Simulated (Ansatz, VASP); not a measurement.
One calculation of Ge, two programs

```
Ge
1.0
     0.00000    2.87982    2.87982
     2.87982    0.00000    2.87982
     2.87982    2.87982    0.00000
Ge
2
Direct
  0.50000 0.50000 0.50000
  0.75000 0.75000 0.75000
```

Alike in both runs: functional PBE; k mesh 12 × 12 × 12; occupations gaussian, width 0.1 eV; no spin polarisation.

Ansatz relaxed the structure, and its values are those at the end. VASP's run is a single point on that final structure, the one shown.

|  | VASP | Ansatz |
| --- | --- | --- |
| version | VASP 6.6.1 | Ansatz 0.2.0 |
| potentials or method | VASP PAW PBE potentials, release 64 (Ge_d) | scalar-relativistic, plane waves, PAW |
| plane-wave cutoff (eV) | 520 | 420 |
| valence electrons in the cell | 28 | 28 |

```csv
,VASP,Ansatz,Ansatz less VASP
gap on the k mesh at the Fermi level (eV),none,none,-
pressure (GPa),-0.1,0.0,+0.10
```

A gap of «none» marks a metal or a gap that the smearing closes.

Caveats: this crystal is a semiconductor, whose small gap the functional closes, so the metal is an error of the method.
